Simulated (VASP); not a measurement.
# Rb (Im-3m) in VASP: notebook

One crystal, Rb, is run at these levels: PBE+D3(BJ); tasks: relaxation of the atoms.

All numbers are computed with VASP 6.6.1; they aren't measurements. Logs are shortened: lines on timing, memory, paths and dates and some standing lists are left out, and cuts for length are marked.

## (1) The undisturbed crystal

Symmetry: Im-3m, No. 229, cubic system. The conventional cell has a = 5.605 Å, b = 5.605 Å, c = 5.605 Å, α = 90.00°, β = 90.00°, γ = 90.00°.

## (2) Relaxation of the atoms, PBE+D3(BJ) (a relaxed cell with its volume scaled by 1.02)

INCAR reads:

```
SYSTEM = Rb
  PREC = Accurate
  ENCUT = 600
  EDIFF = 1E-7
  ISMEAR = 1
  SIGMA = 0.1
  LREAL = .False.
  LASPH = .True.
  NELM = 80
  ALGO = Normal
  ISIF = 2
  LWAVE = .False.
  LCHARG = .False.
  GGA = PE
  IVDW = 12
  IBRION = 2
  NSW = 40
  EDIFFG = -0.01
```

KPOINTS reads:

```
Automatic mesh
0
Gamma
  10 10 10
  0 0 0
```

POSCAR reads:

```
Rb                                      
1.0
   -2.7982751284      2.7982751284      2.7982751284
    2.7982751284     -2.7982751284      2.7982751284
    2.7982751284      2.7982751284     -2.7982751284
  Rb            
     1
Direct
     0.0000000000000000    0.0000000000000000    0.0000000000000000
```

Potentials or basis: VASP PAW PBE potentials, release 64 (Rb_sv).

Command:

```console
> cat potpaw_PBE.64/Rb_sv/POTCAR > POTCAR
> mpirun -np 1 vasp_std > vasp.out
```

OUTCAR:

```text
SYSTEM = Rb
   PREC = Accurate
   ENCUT = 600
   EDIFF = 1E-7
   ISMEAR = 1
   LREAL = .False.
   LASPH = .True.
   NELM = 80
   ISIF = 2
   GGA = PE
   IVDW = 12
   IBRION = 2
   NSW = 40
   EDIFFG = -0.01
 IVDW          = 12

 ion  position               nearest neighbor table
   1  0.000  0.000  0.000-

  LATTYP: Found a body centered cubic cell.
 ALAT       =     5.5965502568

  Lattice vectors:

 A1 = (  -2.7982751284,   2.7982751284,   2.7982751284)
 A2 = (   2.7982751284,  -2.7982751284,   2.7982751284)
 A3 = (   2.7982751284,   2.7982751284,  -2.7982751284)

Analysis of symmetry for initial positions (statically):
=====================================================================
 Subroutine PRICEL returns:
 Original cell was already a primitive cell.

 Routine SETGRP: Setting up the symmetry group for a
 body centered cubic supercell.

 Subroutine GETGRP returns: Found 48 space group operations
 (whereof 48 operations were pure point group operations)
 out of a pool of 48 trial point group operations.

The static configuration has the point symmetry O_h .

Analysis of symmetry for dynamics (positions and initial velocities):
=====================================================================
 Subroutine PRICEL returns:
 Original cell was already a primitive cell.

 Routine SETGRP: Setting up the symmetry group for a
 body centered cubic supercell.

 Subroutine GETGRP returns: Found 48 space group operations
 (whereof 48 operations were pure point group operations)
 out of a pool of 48 trial point group operations.

The dynamic configuration has the point symmetry O_h .

 Subroutine INISYM returns: Found 48 space group operations
 (whereof 48 operations are pure point group operations),
 and found     1 'primitive' translations

----------------------------------------------------------------------------------------

                                     Primitive cell

  volume of cell :      87.6458

  direct lattice vectors                    reciprocal lattice vectors
    -2.798275128  2.798275128  2.798275128     0.000000000  0.178681501  0.178681501
     2.798275128 -2.798275128  2.798275128     0.178681501  0.000000000  0.178681501
     2.798275128  2.798275128 -2.798275128     0.178681501  0.178681501  0.000000000

  length of vectors
     4.846754696  4.846754696  4.846754696     0.252693802  0.252693802  0.252693802

  position of ions in fractional coordinates (direct lattice)
     0.000000000  0.000000000  0.000000000

  ion indices of the primitive-cell ions
   primitive index   ion index
                 1           1

----------------------------------------------------------------------------------------

 KPOINTS: Automatic mesh

Automatic generation of k-mesh.
 Grid dimensions read from file:
 generate k-points for:   10   10   10

 Generating k-lattice:

  Cartesian coordinates                     Fractional coordinates (reciprocal lattice)
     0.000000000  0.017868150  0.017868150     0.100000000  0.000000000  0.000000000
     0.017868150  0.000000000  0.017868150     0.000000000  0.100000000  0.000000000
     0.017868150  0.017868150  0.000000000     0.000000000  0.000000000  0.100000000

  Length of vectors
     0.025269380  0.025269380  0.025269380

  Shift w.r.t. Gamma in fractional coordinates (k-lattice)
     0.000000000  0.000000000  0.000000000

 Subroutine IBZKPT returns following result:
 ===========================================

 Found     47 irreducible k-points:

 Following reciprocal coordinates:
            Coordinates               Weight
  0.000000  0.000000  0.000000      1.000000
  0.100000  0.000000  0.000000     12.000000
  0.200000  0.000000  0.000000     12.000000
  0.300000  0.000000  0.000000     12.000000
  0.400000  0.000000  0.000000     12.000000
  0.500000  0.000000  0.000000      6.000000
[... 16 lines left out ...]
  0.300000  0.300000  0.100000      8.000000
 -0.300000  0.300000  0.100000     24.000000
 [... further k-points ...]
   k-points           NKPTS =     47   k-points in BZ     NKDIM =     47   number of bands    NBANDS=      8
   number of dos      NEDOS =    301   number of ions     NIONS =      1
   total plane-waves  NPLWV =  64000
   dimension x,y,z NGX =    40 NGY =   40 NGZ =   40
   dimension x,y,z NGXF=    80 NGYF=   80 NGZF=   80
   ions per type =               1
   NGX,Y,Z   is equivalent  to a cutoff of  13.72, 13.72, 13.72 a.u.
   NGXF,Y,Z  is equivalent  to a cutoff of  27.44, 27.44, 27.44 a.u.
 SYSTEM =  Rb
   PREC   = accura    normal or accurate (medium, high low for compatibility)
   ISTART =      0    job   : 0-new  1-cont  2-samecut
   ICHARG =      2    charge: 1-file 2-atom 10-const
   ISPIN  =      1    spin polarized calculation?
   LNONCOLLINEAR =      F non collinear calculations
   LSORBIT =      F    spin-orbit coupling
   LASPH  =      T    aspherical Exc in radial PAW
   ENCUT  =  600.0 eV  44.10 Ry    6.64 a.u.   9.68  9.68  9.68*2*pi/ulx,y,z
   NELM   =     80;   NELMIN=  2; NELMDL= -5     # of ELM steps
   EDIFF  = 0.1E-06   stopping-criterion for ELM
   LREAL  =      F    real-space projection
   EDIFFG = -.1E-01   stopping-criterion for IOM
   NSW    =     40    number of steps for IOM
   IBRION =      2    ionic relax: 0-MD 1-quasi-New 2-CG
   NFREE  =      1    steps in history (QN), initial steepest desc. (CG)
   ISIF   =      2    stress and relaxation
   ISYM   =      2    0-nonsym 1-usesym 2-fastsym
   POTIM  = 0.5000    time-step for ionic-motion
   TEBEG  =    0.0;   TEEND  =   0.0 temperature during run
   PSTRESS=    0.0 pullay stress
   NELECT =       9.0000    total number of electrons
   NUPDOWN=      -1.0000    fix difference up-down
   EMIN   =  10.00;   EMAX   =-10.00  energy-range for DOS
   EFERMI =   0.00;   METHOD = LEGACY
   ISMEAR =     1;   SIGMA  =   0.10  broadening in eV -4-tet -1-fermi 0-gaus
   EFERMI_NEDOS =   21; number of points for ismear=-14 and -15
   IALGO  =     38    algorithm
   IMIX   =      4    mixing-type and parameters
     AMIX     =   0.40;   BMIX     =  1.00
     AMIX_MAG =   1.60;   BMIX_MAG =  1.00
  volume/ion in A,a.u.               =      87.65       591.46
  Fermi-wavevector in a.u.,A,eV,Ry     =   0.766617  1.448697  7.996171  0.587702
  Thomas-Fermi vector in A             =   1.866995
   LORBIT       =      0    0 simple, 1 ext, 2 COOP (PROOUT), +10 PAW based schemes
   GGA     = PE    functional components
   LHFCALC =     F    Hartree Fock is set to
   AEXX    =    0.0000 exact exchange contribution
   IVDW    =    12    specifies the selected vdW correction
   LEPSILON=     F    determine dielectric tensor
   LRPA    =     F    only Hartree local field effects (RPA)
 conjugate gradient relaxation of ions
 non-spin polarized calculation
 Methfessel and Paxton  Order N= 1 SIGMA  =   0.10
  energy-cutoff  :      600.00
  volume of cell :       87.65
 maximum number of plane-waves:      2952
   NGX = 19   NGY = 19   NGZ = 19

 number of electron       9.0000000 magnetization

 Free energy of the ion-electron system (eV)
  ---------------------------------------------------
  ext. energy  EPLUGINS =         0.00000000
  ---------------------------------------------------
  free energy    TOTEN  =        -0.93137692 eV

  energy without entropy =       -0.93057004  energy(sigma->0) =       -0.93110796

 E-fermi :   0.1052     XC(G=0):  -5.5579

 val. band max:        0.0989690107   @ k =  -0.3000   0.4000   0.2000
 cond. band min:       0.1822272985   @ k =  -0.4000   0.4000   0.2000
 fundamental gap:      0.0832582878
 Fermi energy:         0.1051880108

 k-point     1 :       0.0000    0.0000    0.0000
  band No.  band energies     occupation
      1     -28.7862      2.00000
      2     -12.8246      2.00000
      3     -12.8246      2.00000
      4     -12.8246      2.00000
      5      -1.9248      2.00000
      6       3.8113      0.00000
      7       3.8113      0.00000
      8       3.8113      0.00000

 k-point     2 :       0.1000    0.0000    0.0000
  band No.  band energies     occupation
      1     -28.7858      2.00000
      2     -12.8352      2.00000
      3     -12.8280      2.00000
      4     -12.8246      2.00000
      5      -1.8027      2.00000
      6       3.6170      0.00000
      7       3.6449      0.00000
      8       3.9252      0.00000

 k-point     3 :       0.2000    0.0000    0.0000
  band No.  band energies     occupation
      1     -28.7845      2.00000
      2     -12.8629      2.00000
      3     -12.8371      2.00000
      4     -12.8246      2.00000
      5      -1.4482      2.00000
      6       2.9662      0.00000
      7       3.3015      0.00000
      8       4.2615      0.00000

 k-point     4 :       0.3000    0.0000    0.0000
  band No.  band energies     occupation
      1     -28.7830      2.00000
      2     -12.8965      2.00000
      3     -12.8483      2.00000
      4     -12.8246      2.00000
      5      -0.8967      2.00000
      6       2.1981      0.00000
      7       2.9783      0.00000
      8       4.6357      0.00000

 k-point     5 :       0.4000    0.0000    0.0000
  band No.  band energies     occupation
      1     -28.7817      2.00000
      2     -12.9233      2.00000
      3     -12.8573      2.00000
      4     -12.8246      2.00000
      5      -0.2147      2.00006
      6       1.4517     -0.00000
      7       2.7637      0.00000
      8       4.5450      0.00000
[... 177 lines left out ...]
 k-point    22 :      -0.2000    0.2000    0.1000
  band No.  band energies     occupation
      1     -28.7841      2.00000
      2     -12.8629      2.00000
      3     -12.8408      2.00000
      4     -12.8331      2.00000
      5      -1.3321      2.00000
      6       2.9976      0.00000
      7       3.3113      0.00000
      8       3.8315      0.00000

 k-point    23 :       0.3000    0.3000    0.1000
  band No.  band energies     occupation
      1     -28.7809      2.00000
      2     -12.8928      2.00000
      3     -12.8928      2.00000
      4     -12.8471      2.00000
      5       1.2513     -0.00000
      6       1.2513     -0.00000
      7       1.4011     -0.00000
      8       3.4816      0.00000

 k-point    24 :      -0.3000    0.3000    0.1000
  band No.  band energies     occupation
      1     -28.7825      2.00000
      2     -12.8950      2.00000
      3     -12.8521      2.00000
      4     -12.8328      2.00000
      5      -0.7871      2.00000
      6       2.2299      0.00000
      7       3.0234      0.00000
      8       3.9037      0.00000

 [... further k-points ...]

------------------------ aborting loop because EDIFF is reached ----------------------------------------

 Edisp (eV)   -0.10557

 E8    (eV) :    -0.0605

  FORCE on cell =-STRESS in cart. coord.  units (eV):
  Direction    XX          YY          ZZ          XY          YZ          ZX
  --------------------------------------------------------------------------------------
  -------------------------------------------------------------------------------------
  Total      -0.03519    -0.03519    -0.03519    -0.00000     0.00000    -0.00000
  in kB      -0.64321    -0.64321    -0.64321    -0.00000     0.00000    -0.00000
  external pressure =       -0.64 kB  Pullay stress =        0.00 kB

 VOLUME and BASIS-vectors are now :
 -----------------------------------------------------------------------------
  energy-cutoff  :      600.00
  volume of cell :       87.65
      direct lattice vectors                 reciprocal lattice vectors
    -2.798275128  2.798275128  2.798275128     0.000000000  0.178681501  0.178681501
     2.798275128 -2.798275128  2.798275128     0.178681501  0.000000000  0.178681501
     2.798275128  2.798275128 -2.798275128     0.178681501  0.178681501  0.000000000

 POSITION                                       TOTAL-FORCE (eV/Angst)
 -----------------------------------------------------------------------------------
      0.00000      0.00000      0.00000         0.000000      0.000000      0.000000
 -----------------------------------------------------------------------------------
    total drift:                                0.000000      0.000000     -0.000000

  FREE ENERGIE OF THE ION-ELECTRON SYSTEM (eV)
  ---------------------------------------------------
  free  energy   TOTEN  =        -1.0369429280 eV

  energy  without entropy=       -1.0361360504  energy(sigma->0) =       -1.03667397

 reached required accuracy - stopping structural energy minimisation
```

Run time: 19 s. Hardware: 1 thread of Intel Xeon Platinum 8488C (Sapphire Rapids), shared host; peak memory 0.25 GiB.

What came out:

```
Free energy                : -1.0369 eV
Pressure after relaxing    : -0.1 GPa
Band gap on the k mesh     : none (metal or under the smearing width)
Dispersion energy per atom : -0.106 eV
```

Final structure:
```yaml
crystal:
  lattice:
    - [-2.79828, 2.79828, 2.79828]
    - [2.79828, -2.79828, 2.79828]
    - [2.79828, 2.79828, -2.79828]
  atoms:
    - { symbol: Rb, position: [0.00000, 0.00000, 0.00000] }
```

Levels at points of the mesh, in eV from the Fermi level:
| k point | band 2 | band 3 | band 4 | band 5 | band 6 | band 7 | band 8 |
| --- | --- | --- | --- | --- | --- | --- | --- |
| (0.00, 0.00, 0.00) | -12.93 | -12.93 | -12.93 | -2.03 | 3.71 | 3.71 | 3.71 |
| (0.50, 0.00, 0.00) | -13.04 | -12.97 | -12.93 | 0.22 | 0.80 | 2.58 | 4.33 |
| (0.50, 0.50, 0.50) | -13.01 | -13.01 | -13.01 | 1.22 | 1.22 | 3.34 | 3.34 |

Caveat: the relaxation stopped at its first step, so nothing moved; pairwise dispersion overbinds metals, which lowers pressure and volume.

## (3) Relaxation of the atoms, PBE+D3(BJ) (a relaxed cell with its volume scaled by 1.04)

INCAR is that of step 2.

KPOINTS is that of step 2.

POSCAR reads:

```
Rb                                      
1.0
   -2.8164462553      2.8164462553      2.8164462553
    2.8164462553     -2.8164462553      2.8164462553
    2.8164462553      2.8164462553     -2.8164462553
  Rb            
     1
Direct
     0.0000000000000000    0.0000000000000000    0.0000000000000000
```

Potentials or basis: VASP PAW PBE potentials, release 64 (Rb_sv).

Command:

```console
> cat potpaw_PBE.64/Rb_sv/POTCAR > POTCAR
> mpirun -np 1 vasp_std > vasp.out
```

Wall time 19 s (1 thread of Intel Xeon Platinum 8488C (Sapphire Rapids), shared host); peak memory 0.25 GiB.

It converged, with:

```yaml
Free_energy: -1.0360 eV
Pressure_after_relaxing: -0.1 GPa
Band_gap_on_the_k_mesh: none (metal or under the smearing width)
Dispersion_energy_per_atom: -0.104 eV
```

Final structure:
```
CELL_PARAMETERS angstrom
-2.81645 2.81645 2.81645
2.81645 -2.81645 2.81645
2.81645 2.81645 -2.81645
ATOMIC_POSITIONS crystal
Rb 0.00000 0.00000 0.00000
```

Levels at points of the mesh, in eV from the Fermi level:
```tsv
k point	band 3	band 4	band 5	band 6	band 7	band 8
(0.00, 0.00, 0.00)	-12.94	-12.94	-2.00	3.69	3.69	3.69
(0.50, 0.00, 0.00)	-12.97	-12.94	0.23	0.79	2.58	4.28
(0.50, 0.50, 0.50)	-13.01	-13.01	1.24	1.24	3.29	3.29
```

Caveat: the relaxation stopped at its first step, so nothing moved; pairwise dispersion overbinds metals, which lowers pressure and volume.
